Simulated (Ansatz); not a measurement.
# BeS (F-43m): thermal expansion from first principles

Aim: the lattice, expansion, heat capacity and bulk modulus of BeS as it warms.

What experiment has found for this phase:
- heat capacity C_P per formula unit 34.2 J/mol/K and bulk modulus 105 GPa near room temperature (given in “High-Throughput Prediction of Finite-Temperature Properties using the Quasi-Harmonic Approximation”, 2016, arXiv:1603.06924)

Method: DFT r2SCAN, scalar-relativistic, plane waves, PAW, in Ansatz 0.2.0.

Report form: the programs' logs are mostly left out.

The database entry behind the starting cell differs from later determinations by our own check (0.1 to 0.3 % short, probably kX units), so it need not match the best structure at ambient conditions.

## Step 1: The structure

The structure is cubic, space group F-43m (No. 216). The conventional cell has a = 4.850 Å, b = 4.850 Å, c = 4.850 Å, α = 90.00°, β = 90.00°, γ = 90.00°. Nearest to Be lie 4 S at 2.10 Å. Nearest to S lie 4 Be at 2.10 Å. Farther neighbours and most contacts between anions are not listed.

## Step 2: A first coarse run

A cheap single point shows whether the cell is a metal or an insulator and how far it is from rest; that sets the k-mesh and the occupations of what follows.

The input, input.yaml:

```yaml
crystal:
  lattice:
    - [0.0, 2.425, 2.425]
    - [2.425, 0.0, 2.425]
    - [2.425, 2.425, 0.0]
  atoms:
    - { symbol: Be, position: [0.0, 0.0, 0.0] }
    - { symbol: S, position: [0.25, 0.25, 0.25] }
kpoints:
  mp_grid: { grid: [6, 6, 6] }
hamiltonian:
  xc: r2scan
scf:
  occupations: { method: gaussian, width: 0.1 }
output:
  forces: true
  stress: true
  eigenvalues: true
```

Run with:

```sh
ansatz run input.yaml --threads 4 --pin off --max-ram 16384MiB --backend cpu --events-out ev --progress --plain --runs-dir out
```

Elapsed: 0.48 s, on 4 threads of Intel Xeon Platinum 8488C (Sapphire Rapids), shared host; peak memory 0.41 GiB.

A gap read on the k-mesh alone can miss the band edges.

Numbers from this step:

```yaml
pressure: 1.181 GPa
gap_on_the_k_mesh: 3.563 eV
volume_per_atom: 14.26 Å³
```

The start is under 1.2 GPa at this level and looks like an insulator or semiconductor on this mesh.

## Step 3: Finding the static equilibrium

The vibrations must be taken about the equilibrium of this functional, not about the starting cell, so the structure is relaxed.

input.yaml, the sections that differ from step 2:

```yaml
kpoints:
  mp_grid: { grid: [8, 8, 8] }
scf:
  occupations: { method: gaussian, width: 0.02 }
output:
  forces: true
  stress: true
  eigenvalues: true
  write_density: true
  write_potential: true
  elf: true
  volumetric_format: npy
relax:
  adjacent_minimum: "off"
  f_tol: 0.005
  max_steps: 80
  cell: { stress_tol: 0.05 }
# crystal, hamiltonian: as in step 2
```

It took 2.2 s on 4 threads; peak memory 0.46 GiB.

Relaxation path:

```
step  energy less that of the first step (eV)  largest force component (eV/Å)  pressure (GPa)  volume (Å³)
   1                                   0.0000                          0.0000            1.15        28.52
   2                                  -0.0010                          0.0000            0.45        28.72
   3                                  -0.0011                          0.0000            0.01        28.85
  4*                                  -0.0012                          0.0000            0.01        28.85
```

Relaxation steps marked * repeat the geometry before them on a plane-wave basis chosen anew for their cell, so energy and pressure can jump there.

Forces are held to the 24 operations that the run works with; a distortion that breaks them can't arise in this run.

```
conventional cell, symmetrised  before  after  change
                         a (Å)   4.850  4.868  +0.4 %
                         b (Å)   4.850  4.868  +0.4 %
                         c (Å)   4.850  4.868  +0.4 %
              volume (Å³/atom)   14.26  14.42  +1.1 %
```

Final coordinates:

```xyz
2
Lattice="0.0000 2.4342 2.4342 2.4342 0.0000 2.4342 2.4342 2.4342 0.0000" Properties=species:S:1:pos:R:3 pbc="T T T"
Be    0.0000    0.0000    0.0000
S     1.2171    1.2171    1.2171
```

Numbers from this step:

| Quantity | Value |
| --- | --- |
| pressure | 0.007688 GPa |
| gap on the k-mesh | 3.589 eV |
| volume per atom | 14.42 Å³ |

Valence density in the ac plane of a cell with a along [110], b along [-110] and c along [001] of the cube at fractional y = 0.000, with atoms of Be and S within 0.2 Å of it. It is the smooth field of the valence electrons, not physical close to the nuclei.

Values in e/Å³, 7 rows by 16 columns, each cell a mean:
```
0.2 0.4 0.6 0.8 0.8 0.7 0.5 0.2 0.2 0.4 0.6 0.8 0.8 0.7 0.5 0.2
0.2 0.4 1.0 0.8 0.5 1.1 0.6 0.2 0.2 0.4 1.0 0.8 0.5 1.1 0.6 0.2
0.1 0.2 0.5 0.9 0.9 0.7 0.3 0.1 0.1 0.2 0.5 0.9 0.9 0.7 0.3 0.1
0.0 0.1 0.1 0.2 0.2 0.2 0.1 0.0 0.0 0.1 0.1 0.2 0.2 0.2 0.1 0.0
0.1 0.1 0.0 0.0 0.0 0.0 0.1 0.1 0.1 0.1 0.0 0.0 0.0 0.0 0.1 0.1
0.2 0.1 0.1 0.0 0.0 0.0 0.1 0.1 0.2 0.1 0.1 0.0 0.0 0.0 0.1 0.1
0.1 0.2 0.2 0.1 0.1 0.2 0.2 0.1 0.1 0.2 0.2 0.1 0.1 0.2 0.2 0.1
```
Columns run along a (6.9 Å), rows up along c (4.9 Å), edges of the conventional cell, whose origin can differ from the input's. Atoms in or near the plane, at fractional coordinates: Be at (0.50, 0.00), Be at (0.00, 0.00), S at (0.75, 0.75), S at (0.25, 0.75).

ELF in the ac plane of a cell with a along [110], b along [-110] and c along [001] of the cube at fractional y = 0.000, with atoms of Be and S within 0.2 Å of it. It is the smooth field of the valence electrons, not physical close to the nuclei.

Ten even steps from '0' (0.01) to '9' (0.92), each cell a mean:
```
0489889840179989971
2799789972499879994
3798228973599515995
1687227851378414873
0378778730158777751
0147887410036888630
0014664100002565200
0000110000000111000
0000000000000000000
1100000011110000011
2110000112210000012
0111111110011111110
0045665300025666520
```
Columns run along a (6.9 Å), rows up along c (4.9 Å), edges of the conventional cell, whose origin can differ from the input's. Atoms in or near the plane, at fractional coordinates: Be at (0.50, 0.00), Be at (0.00, 0.00), S at (0.75, 0.75), S at (0.25, 0.75).

Electrostatic potential energy in the ac plane of a cell with a along [110], b along [-110] and c along [001] of the cube at fractional y = 0.000, with atoms of Be and S within 0.2 Å of it. With pseudopotentials it is smooth inside the atoms' cores, unlike the true potential.

Values in eV, 7 rows by 16 columns, each cell a mean:
```
-22  -7   0 -10 -13  -4  -2 -18 -22  -7   0 -10 -13  -4  -2 -18
  6   4 -16 -29 -25 -26   0   6   6   4 -16 -29 -25 -26   0   6
 10   8  -3 -20 -22 -10   5   9  10   8  -3 -20 -22 -10   5   9
 10  10   9   7   7   8  10  10  10  10   9   7   7   8  10  10
 10  10  10  10  10  10  10  10  10  10  10  10  10  10  10  10
  3   6   8  10  10   9   7   4   3   6   8  10  10   9   7   4
-29 -12   5   8   8   7  -3 -25 -29 -12   5   8   8   7  -3 -25
```
Columns run along a (6.9 Å; values clipped at the 3rd and 97th percentile), rows up along c (4.9 Å), edges of the conventional cell, whose origin can differ from the input's. Atoms in or near the plane, at fractional coordinates: Be at (0.50, 0.00), Be at (0.00, 0.00), S at (0.75, 0.75), S at (0.25, 0.75).

The relaxation ends with a pressure of 0.01 GPa.

## Step 4: Tight relaxation

The thresholds are tightened for a last relaxation ahead of the phonons, and where mesh or smearing change with them the cell follows.

The input, input.yaml:

```yaml
crystal:
  lattice:
    - [0.0, 2.4342492579, 2.4342492579]
    - [2.4342492579, 0.0, 2.4342492579]
    - [2.4342492579, 2.4342492579, 0.0]
  atoms:
    - { symbol: Be, position: [0.0, 0.0, 0.0] }
    - { symbol: S, position: [0.25, 0.25, 0.25] }
kpoints:
  mp_grid: { grid: [8, 8, 8] }
hamiltonian:
  xc: r2scan
scf:
  occupations: { method: fixed }
output:
  forces: true
  stress: true
  eigenvalues: true
relax:
  adjacent_minimum: "off"
  f_tol: 0.001
  max_steps: 60
  cell: { stress_tol: 0.01 }
```

Wall time 1.1 s (4 threads); peak memory 0.45 GiB.

Little changed from the start: no atom moved by 0.005 Å and no cell edge by 0.1 %.

Numbers from this step:

- pressure: 0.007690 GPa

The residual pressure is 0.0077 GPa, small enough for phonons.

## Step 5: Phonons on strained cells

The study relaxes the crystal at several strains, solves the phonons on some of them and minimises the free energy at each temperature (static energy, vibrations, the electrons in a metal, and PV under a set pressure); the q-mesh sets how far the force constants reach.

input.yaml, the sections that differ from step 4:

```yaml
output:
  eigenvalues: true
phonons:
  method: dfpt
  qmesh: [4, 4, 4]
  temperatures: { t_max: 800.0, t_step: 50 }
  thermal_expansion: {}
# crystal, kpoints, hamiltonian, scf: as in step 4
# relax: removed
```

Wall time 11 min (4 threads); peak memory 2.4 GiB; 41 min of CPU time.

Numbers from this step:

```
pressure                                         : 0.007851 GPa
volume expansion coefficient at 298 K            : 19.94 1e-6/K
C_P at 298 K                                     : 18.25 J/mol-atom/K
entropy at 298 K                                 : 15.02 J/mol-atom/K
isothermal bulk modulus at 298 K                 : 93.51 GPa
Grüneisen parameter at 298 K                     : 0.9040
volume at 298 K                                  : 14.61 Å³/atom
principal linear expansion coefficients at 298 K : 6.648, 6.648, 6.648 1e-6/K
```

Strained cells of the study; zero-point energy where phonons were solved; the pressures are stresses at a fixed cutoff and can carry an offset from the finite basis. Expansion cells, by row:

```
cell  |a| (Å)  |b| (Å)  |c| (Å)  V (Å³/atom)  E - E_lowest (meV/atom)  pressure, compression positive (GPa)  gap (eV)  zero-point energy (meV/atom)
   1    3.443    3.443    3.443        14.42                        0                                -0.003     3.589                             -
   2     3.47     3.47     3.47        14.77                    2.455                                -2.231      3.64                             -
   3    3.415    3.415    3.415        14.08                    2.561                                 2.435     3.535                             -
   4    3.443    3.443    3.443        14.43                        0                                -0.027      3.59                         75.47
   5     3.46     3.46     3.46        14.65                    0.996                                -1.444     3.622                         74.12
   6     3.47     3.47     3.47        14.78                    2.516                                -2.258     3.641                         73.31
   7    3.484    3.484    3.484        14.96                    5.598                                -3.298     3.665                         72.24
   8    3.409    3.409    3.409           14                    3.954                                 3.057     3.522                             -
   9    3.426    3.426    3.426        14.21                    0.969                                 1.472     3.556                             -
  10    3.505    3.505    3.505        15.23                    12.43                                -4.771     3.701                             -
```

Quasi-harmonic; a, b, c are the run's own cell vectors. Expansion, by row:

```
T (K)  a (Å)  b (Å)  c (Å)  alpha (deg)  beta (deg)  gamma (deg)  cell volume (Å³/cell)  alpha_a (1e-6/K)  alpha_b (1e-6/K)  alpha_c (1e-6/K)  alpha_V (1e-6/K)  C_P (J/mol-atom/K)  C_V (J/mol-atom/K)  S (J/mol-atom/K)  B_T (GPa)  B_S (GPa)  Grueneisen  extrapolation  fit error (1e-6/K)
    0  3.455  3.455  3.455           60          60           60                  29.15                 0                 0                 0                 0                   0                   0                 0       95.1       95.1           -              0                   0
   50  3.455  3.455  3.455           60          60           60                  29.15              0.14              0.14              0.14              0.43               1.077               1.077             0.327       95.1       95.1       0.331              0                   0
  100  3.455  3.455  3.455           60          60           60                  29.15              0.97              0.97              0.97              2.92               5.329               5.328             2.308      95.03      95.04       0.457              0                   0
  150  3.455  3.455  3.455           60          60           60                  29.16              2.54              2.54              2.54              7.63               9.747                9.74             5.319      94.82      94.89       0.652              0                   0
  200  3.456  3.456  3.456           60          60           60                  29.18              4.22              4.22              4.22             12.67               13.46               13.43             8.652      94.46      94.65       0.783              0                0.01
  250  3.456  3.456  3.456           60          60           60                   29.2              5.62              5.62              5.62             16.85               16.27               16.21             11.97         94      94.34       0.859              0                0.01
298.1  3.457  3.457  3.457           60          60           60                  29.22              6.65              6.65              6.65             19.94               18.25               18.15             15.02      93.51      94.01       0.904              0                0.01
  300  3.457  3.457  3.457           60          60           60                  29.22              6.68              6.68              6.68             20.05               18.32               18.22             15.13      93.49         94       0.905              0                0.01
  350  3.459  3.459  3.459           60          60           60                  29.26              7.49              7.49              7.49             22.46               19.81               19.66             18.07      92.94      93.62       0.935              0                0.01
  400   3.46   3.46   3.46           60          60           60                  29.29               8.1               8.1               8.1              24.3               20.91               20.72             20.79      92.37      93.23       0.955              0                0.01
  450  3.461  3.461  3.461           60          60           60                  29.33              8.58              8.58              8.58             25.74               21.75               21.51             23.31      91.79      92.82        0.97              0                0.01
  500  3.463  3.463  3.463           60          60           60                  29.37              8.97              8.97              8.97              26.9               22.39                22.1             25.63      91.19      92.39       0.981              0                0.01
  550  3.465  3.465  3.465           60          60           60                  29.41              9.29              9.29              9.29             27.86                22.9               22.56             27.79      90.59      91.96        0.99              0                0.01
  600  3.466  3.466  3.466           60          60           60                  29.45              9.55              9.55              9.55             28.66               23.31               22.92              29.8      89.97      91.52       0.998              0                0.01
  650  3.468  3.468  3.468           60          60           60                  29.49              9.79              9.79              9.79             29.36               23.65               23.21             31.68      89.36      91.07       1.004              0                0.01
  700   3.47   3.47   3.47           60          60           60                  29.53              9.99              9.99              9.99             29.98               23.93               23.44             33.45      88.73      90.61       1.009              0                0.01
  750  3.471  3.471  3.471           60          60           60                  29.58             10.18             10.18             10.18             30.54               24.18               23.63              35.1       88.1      90.15       1.014              0                0.02
  800  3.473  3.473  3.473           60          60           60                  29.62             10.35             10.35             10.35             31.06               24.39               23.79             36.67      87.47      89.69       1.019              0                0.03
```

Table of expansion coefficient by temperature; values in 1e-6/K:

```
temperature (K)  volume  principal 1
              0       0            0
             50    0.43         0.14
            100    2.92         0.97
            150    7.63         2.54
            200    12.7         4.22
            250    16.9         5.62
            298    19.9         6.65
            300    20.1         6.68
            350    22.5         7.49
            400    24.3          8.1
            450    25.7         8.58
            500    26.9         8.97
            550    27.9         9.29
            600    28.7         9.55
            650    29.4         9.79
            700    30.0         9.99
            750    30.5         10.2
            800    31.1         10.3
```

At 298 K the volume expansion is 19.9 × 10⁻⁶/K and B_T is 93.5 GPa. The program raised the cutoff to 580 eV by itself: with no cutoff typed, the study takes about 1.16 times the default for its relaxations and scales it with the volume for the phonons.

## Step 6: What came out

| Quantity | Value |
| --- | --- |
| settings of these figures | r2SCAN, 580 eV, k 8×8×8, q 4×4×4 |
| volume expansion coefficient at 298 K | 19.94 1e-6/K |
| C_P at 298 K | 18.25 J/mol-atom/K |
| entropy at 298 K | 15.02 J/mol-atom/K |
| isothermal bulk modulus at 298 K | 93.51 GPa |
| Grüneisen parameter at 298 K | 0.9040 |
| volume at 298 K | 14.61 Å³/atom |
| principal linear expansion coefficients at 298 K | 6.648, 6.648, 6.648 1e-6/K |

**Reading.** Near room temperature BeS expands by 19.9 × 10⁻⁶/K in volume by r2SCAN, with C_P = 18.3 J/(mol K) per mole of atoms and B_T = 93.5 GPa. C_P at room temperature is 73 % of the classical 3R an atom, so the stiffest modes are still partly frozen out. A measured bulk modulus near room temperature is 105 GPa (arXiv:1603.06924); the calculated 93.5 GPa differs by -11 %. The table does not say whether its value is isothermal or adiabatic. A measured heat capacity per formula unit near room temperature is 34.2 J/mol/K (arXiv:1603.06924); the calculated 36.5 J/mol/K differs by +7 %. The interpolation has no quadrupole term, so branches near the zone centre are less sure, since this crystal has sites that are not centres of inversion. The PAW files were made for PBE and are used here under another functional, for which the program regenerates the frozen cores.

[Logs are printed without paths, hosts, clocks, repeated set-up lines and the standing remarks that a program may print on its own settings, such as how far it seeks lower states.]

[Hosts, paths, dates, database ids (printed as entryN), source tags and the programs' standing remarks are cut or masked in the printed files.]

[A step with changed settings may run another functional than the one named; its input shows which.]
